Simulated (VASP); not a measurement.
# Settings for Ni: surface energy

Ni, slab, 8 atoms in the cell. PBE; PAW potentials Ni (PBE set). VASP 6.6.1.

Wanted: surface energy within 0.02 J/m²; top spacing change within 0.8 % of the bulk spacing; face levels within 0.05 eV.

Crystal: Ni, Fm-3m; Vacuum (Å): 12; k-point spacing in the plane (1/Å): 0.25; Face: (1 1 1).

Face levels: vacuum level at each face, counted from the Fermi level.

The series start from free planes on each face: 2; EDIFFG: -0.02; SCF threshold EDIFF (eV): 1e-6; ionic algorithm: IBRION 2; LREAL: .FALSE.; Cutoff ENCUT (eV): 350; atomic planes: 5. Each series keeps the choices made before it, and each single choice may use up half of a tolerance. Times cover all steps of a run.

## Free planes on each face

| Free planes on each face | Surface energy (J/m²) | Top spacing change (% of the bulk spacing) | Face levels, largest deviation (eV) | Time (s) |
|---|---|---|---|---|
| 1 | 1.911 | -1.34 | 0.001 | 84 |
| 2 | 1.911 | -1.26 | 0.000 | 94 |
| 3 | 1.911 | -1.26 | 0.000 | 94 |
| 9 (reference) | 1.911 | -1.26 | 0.000 | 95 |

Chosen: 1, the loosest value from which every tighter one stays within half of the tolerance.

## EDIFFG

| EDIFFG | Surface energy (J/m²) | Top spacing change (% of the bulk spacing) | Face levels, largest deviation (eV) | Time (s) |
|---|---|---|---|---|
| -0.1 | 1.911 | -1.04 | 0.002 | 73 |
| -0.05 | 1.911 | -1.04 | 0.002 | 74 |
| -0.02 | 1.911 | -1.34 | 0.000 | 84 |
| -0.01 | 1.911 | -1.34 | 0.000 | 83 |
| -0.005 (reference) | 1.911 | -1.34 | 0.000 | 83 |

Chosen: -0.1.

## SCF threshold EDIFF (eV)

| SCF threshold EDIFF (eV) | Surface energy (J/m²) | Top spacing change (% of the bulk spacing) | Face levels, largest deviation (eV) | Time (s) |
|---|---|---|---|---|
| 0.0001 | 1.912 | -1.36 | 0.009 | 58 |
| 1e-5 | 1.911 | -1.36 | 0.001 | 71 |
| 1e-6 | 1.911 | -1.04 | 0.001 | 73 |
| 1e-7 (reference) | 1.911 | -1.04 | 0.000 | 82 |

Chosen: 0.0001.

## Ionic algorithm

| Ionic algorithm | Surface energy (J/m²) | Top spacing change (% of the bulk spacing) | Face levels, largest deviation (eV) | Time (s) |
|---|---|---|---|---|
| IBRION 2 | 1.912 | -1.36 | 0.000 | 58 |
| IBRION 1 | 1.912 | -1.40 | 0.000 | 58 |
| IBRION 1, MAXMIX 40 | 1.911 | -1.33 | 0.007 | 54 |
| IBRION 2, POTIM 0.2 | 1.914 | -0.54 | 0.002 | 55 |
| IBRION 3 | 1.913 | -0.57 | 0.005 | 58 |

Chosen: IBRION 2; no other choice that stays within half of the tolerance saves 30 % of the time.

## LREAL

| LREAL | Surface energy (J/m²) | Top spacing change (% of the bulk spacing) | Face levels, largest deviation (eV) | Time (s) |
|---|---|---|---|---|
| .FALSE. | 1.912 | -1.36 | 0.000 | 58 |
| Auto | 1.912 | -1.36 | 0.000 | 86 |

Chosen: .FALSE..

## Cutoff ENCUT (eV)

| Cutoff ENCUT (eV) | Surface energy (J/m²) | Top spacing change (% of the bulk spacing) | Face levels, largest deviation (eV) | Time (s) |
|---|---|---|---|---|
| 270 | 1.910 | -1.37 | 0.007 | 40 |
| 310 | 1.912 | -1.37 | 0.000 | 44 |
| 350 | 1.912 | -1.36 | 0.003 | 58 |
| 400 (reference) | 1.911 | -1.33 | 0.000 | 65 |

Chosen: 270.

## Atomic planes

| Atomic planes | Surface energy (J/m²) | Top spacing change (% of the bulk spacing) | Face levels, largest deviation (eV) | Time (s) |
|---|---|---|---|---|
| 3 | 1.897 | -1.84 | 0.105 | 22 |
| 5 | 1.910 | -1.37 | 0.009 | 40 |
| 6 | 1.929 | -1.35 | 0.024 | 50 |
| 8 (reference) | 1.918 | -1.45 | 0.000 | 96 |

Chosen: 8; the next looser run is off by more than half of the tolerance, so convergence isn't shown beyond this value.

## All choices together

| Input | Surface energy (J/m²) | Top spacing change (% of the bulk spacing) | Face levels, largest deviation (eV) | Time (s) |
|---|---|---|---|---|
| program defaults, thin vacuum, coarse mesh (naive) | 1.924 | -1.06 | 0.120 | 5.8 |
| chosen settings | 1.918 | -1.45 | 0.005 | 96 |
| reference settings throughout | 1.921 | -1.35 | 0.000 | 317 |

The chosen settings stay within the tolerance of the reference run, but the reference itself isn't shown to be converged in: atomic planes.

Values of the reference run: Face levels: 5.041, 5.041 eV.

## The input

INCAR.step1:
```
SYSTEM = Ni
ALGO     = Normal         ! electronic algorithm
EDIFF    = 1E-4           ! SCF threshold, eV
ENCUT    = 270            ! plane-wave cutoff, eV
GGA      = PE             ! functional
ISMEAR   = 1              ! smearing method
ISPIN    = 2              ! spin polarisation
KPAR     = 8            
LASPH    = .True.         ! aspherical terms in the spheres
LCHARG   = .False.        ! write CHGCAR
LMAXMIX  = 4              ! l up to which the mixer works
LORBIT   = 11             ! projections on sites
LREAL    = .False.        ! projectors in reciprocal space
LWAVE    = .False.        ! write WAVECAR
MAGMOM   = 1              ! initial moments
NELM     = 120            ! most SCF steps
PREC     = Accurate       ! precision mode
SIGMA    = 0.1            ! smearing width, eV
```

INCAR.step2, as INCAR.step1 but for:
```
- MAGMOM = 1
+ MAGMOM = 1 1 1 1 1 1 1 1
```

INCAR.step3, as INCAR.step2 but for:
```
+ DIPOL = 0.5 0.5 0.5
+ EDIFFG = -0.1
+ IBRION = 2
+ IDIPOL = 3
+ ISIF = 2
+ LDIPOL = .True.
+ LVACPOTAV = .True.
+ LVHAR = .True.
+ NSW = 80
```

KPOINTS.step1:
```
Automatic mesh
0
Gamma
  12 12 26
  0 0 0
```

KPOINTS.step2:
```
Automatic mesh
0
Gamma
  12 12 1
  0 0 0
```

POSCAR.step1:
```
Ni
1.0
    2.4842585250      0.0000000000      0.0000000000
   -1.2421292624      2.1514309922      0.0000000000
    1.2421292624      0.7171436641      2.0283885917
Ni
1
Direct
    0.0000000000      0.0000000000      0.0000000000
```

POSCAR.step2:
```
Ni
1.0
    2.4842585250      0.0000000000      0.0000000000
   -1.2421292624      2.1514309922      0.0000000000
    0.0000000000      0.0000000000     26.1987201408
Ni
8
Direct
    0.3333333333      0.1666666667      0.2290188211
    0.0000000000      0.5000000000      0.3064420151
    0.6666666666      0.8333333334      0.3838652091
    0.3333333333      0.1666666667      0.4612884031
    0.9999999999      0.5000000001      0.5387115969
    0.6666666666      0.8333333334      0.6161347909
    0.3333333332      0.1666666668      0.6935579849
    0.9999999999      0.5000000001      0.7709811789
```

POSCAR.step3:
```
Ni
1.0
    2.4842585250      0.0000000000      0.0000000000
   -1.2421292624      2.1514309922      0.0000000000
    0.0000000000      0.0000000000     26.1987201408
Ni
8
Selective dynamics
Direct
    0.3333333333      0.1666666667      0.2290188211  T T T
    0.0000000000      0.5000000000      0.3064420151  F F F
    0.6666666666      0.8333333334      0.3838652091  F F F
    0.3333333333      0.1666666667      0.4612884031  F F F
    0.9999999999      0.5000000001      0.5387115969  F F F
    0.6666666666      0.8333333334      0.6161347909  F F F
    0.3333333332      0.1666666668      0.6935579849  F F F
    0.9999999999      0.5000000001      0.7709811789  T T T
```

Commands (each step's output is kept before the next begins):
```
cat potpaw_PBE.64/Ni/POTCAR > POTCAR
cp INCAR.step1 INCAR
cp KPOINTS.step1 KPOINTS
cp POSCAR.step1 POSCAR
mpirun -np 8 vasp_std > vasp.out
rm WAVECAR CHG
cp INCAR.step2 INCAR
cp KPOINTS.step2 KPOINTS
cp POSCAR.step2 POSCAR
mpirun -np 8 vasp_std > vasp.out
rm WAVECAR CHG
cp INCAR.step3 INCAR
cp POSCAR.step3 POSCAR
mpirun -np 8 vasp_std > vasp.out
```

The chosen input took VASP 6.6.1 96 s on 8 cores (AMD EPYC 9R45 (Zen 5)), a shared host.
